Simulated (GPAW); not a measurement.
Here is a GPAW 26.7.0 calculation.

File run.py:

```python
from ase.dft.bandgap import bandgap
from ase.io import read, write
from ase.units import GPa
from gpaw import GPAW, PW

atoms = read('POSCAR')

calc = GPAW(mode=PW(600),
            xc='PBE',
            kpts={'size': (8, 8, 8), 'gamma': True},
            occupations={'name': 'methfessel-paxton', 'order': 0, 'width': 0.014},
            nbands=11,
            convergence={'density': 1e-05, 'energy': 1e-05},
            maxiter=150,
            txt='gpaw.txt')
atoms.calc = calc
energy = atoms.get_potential_energy()
forces = atoms.get_forces()
stress = atoms.get_stress()
calc.write('gs.gpw')
write('result.traj', atoms)
print(f'Energy: {energy:.6f} eV')
print('Forces (eV/A):')
print(forces.round(4))
print('Stress (GPa):', (stress / GPa).round(3))
print('Fermi level:', round(calc.get_fermi_level(), 4), 'eV')
print(f'Gap: {bandgap(calc)[0]:.4f} eV, direct: {bandgap(calc, direct=True)[0]:.4f} eV')
```

POSCAR

```
GaAs
1.0
    0.0000000000      2.8268500000      2.8268500000
    2.8268500000      0.0000000000      2.8268500000
    2.8268500000      2.8268500000      0.0000000000
As Ga
1 1
Direct
    0.7500000000      0.7500000000      0.7500000000
    0.0000000000      0.0000000000      0.0000000000
```

Potentials or basis: GPAW PAW data sets (gpaw-data 1.2.1), pw.

Run with:

```bash
$ OMP_NUM_THREADS=1 python run.py
```

**Question.** Estimate the pressure.

**Answer.** 4.3 GPa.

**Question.** Estimate the band gap on the k mesh.

**Answer.** 0.59 eV, direct.

**What was measured.**

From “Evidence of valence band perturbations in GaAsN/GaAs(001): A combined variable-angle spectroscopic ellipsometry and modulated photoreflectance investigation”, 2008, arxiv:0805.2212, for a bulk crystal of GaAs at 300 K: band gap 1.418 ± 0.005 eV (direct).

Measured gap of GaAs: 1.418 eV (direct; 300 K; “Evidence of valence band perturbations in GaAsN/GaAs(001): A combined variable-angle spectroscopic ellipsometry and modulated photoreflectance investigation”, 2008, arxiv:0805.2212). This calculation gives 0.59 eV (-0.83 eV). 3 values of this kind are on record (1.412 to 1.51 eV); this one was drawn at random among those near their median, those with a stated uncertainty first. Spin-orbit coupling on As, Ga is left out. The value is that of PBE on a finite k mesh, which can miss the band edges, without temperature or zero-point motion. Semilocal functionals fall short of measured gaps as a rule.
